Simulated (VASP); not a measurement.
Write the native input for VASP 6.6.1 that does the following.

* Task: single point
* Functional: r2SCAN
* Potentials or basis: VASP PAW PBE potentials, release 64 (H)
* Cutoff: 520 eV
* k mesh: 11 × 11 × 11
* Occupations: methfessel-paxton, width 0.2598 eV
* Spin: no spin polarisation
* Dipole correction: no
* Further INCAR settings: ALGO = Normal; EDIFF = 1e-07; NBANDS = 6

Crystal: H.

```
H
1.0
    -1.27024    1.27024    1.04585
     1.27024   -1.27024    1.04585
     1.27024    1.27024   -1.04585
H
1
Direct
  0.00000 0.00000 0.00000
```

The cell was built by a generator and needn't be a form met in nature.

These files were run (other wordings do the same):

POSCAR

```
H
1.0
   -1.2702360000      1.2702360000      1.0458490000
    1.2702360000     -1.2702360000      1.0458490000
    1.2702360000      1.2702360000     -1.0458490000
H
1
Direct
    0.0000000000      0.0000000000      0.0000000000
```

INCAR.step1

```
PREC = Accurate
ENCUT = 520
ISMEAR = 1
SIGMA = 0.2598
LREAL = False
LASPH = True
NELM = 60
NBANDS = 6
GGA = PE
ALGO = Normal
EDIFF = 1E-4
LWAVE = True
LCHARG = False
```

INCAR.step2

```
PREC = Accurate
ENCUT = 520
EDIFF = 1E-7
ISMEAR = 1
SIGMA = 0.2598
LREAL = False
LASPH = True
NELM = 60
ALGO = Normal
ISIF = 2
LWAVE = False
LCHARG = False
METAGGA = R2SCAN
LMIXTAU = True
NBANDS = 6
ISTART = 1
```

KPOINTS

```
regular mesh
0
Gamma
  11 11 11
```

Potentials or basis: VASP PAW PBE potentials, release 64 (H).

Run with:

```bash
$ cat potpaw_PBE.64/H/POTCAR > POTCAR
$ cp INCAR.step1 INCAR
$ mpirun -np 1 vasp_std > vasp.out
$ cp INCAR.step2 INCAR
$ mpirun -np 1 vasp_std > vasp.out
```

Results of the run:

| Property | Result |
| --- | --- |
| Pressure | -23.2 GPa |
| Band gap on the k mesh | none (metal or under the smearing width) |

Caveat: so large a pressure means that the cell lies far from this level's equilibrium, or that cutoff or potentials fall short; the potentials were made for another functional, which shifts forces and pressure.

It took 25 s on 1 thread of AMD EPYC 7R43 64-Core Processor (Zen 3), on a shared host, peak memory 0.07 GiB.
